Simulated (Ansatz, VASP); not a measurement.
# Be: VASP beside Ansatz

```
Be
1.0
     2.22952    0.00000    0.00000
    -1.11476    1.93082    0.00000
     0.00000    0.00000    3.50833
Be
2
Direct
  0.33333 0.66667 0.25000
  0.66667 0.33333 0.75000
```

Alike in both runs: task single point; functional LDA; k mesh 16 × 16 × 9; occupations gaussian, width 0.6 eV; no spin polarisation.

```csv
,VASP,Ansatz
version,VASP 6.6.1,Ansatz 0.2.0
potentials or method,"VASP PAW LDA potentials, release 64 (Be)","plane waves (420 eV) with PAW, scalar-relativistic"
plane-wave cutoff (eV),520,420
valence electrons in the cell,4,4
```

```csv
,VASP,Ansatz,Ansatz less VASP
pressure (GPa),0.5,0.0,-0.45
largest component of the traceless stress (GPa),0.27,0.26,-0.005
```

Ansatz warned: «pseudo_functional_mismatch».
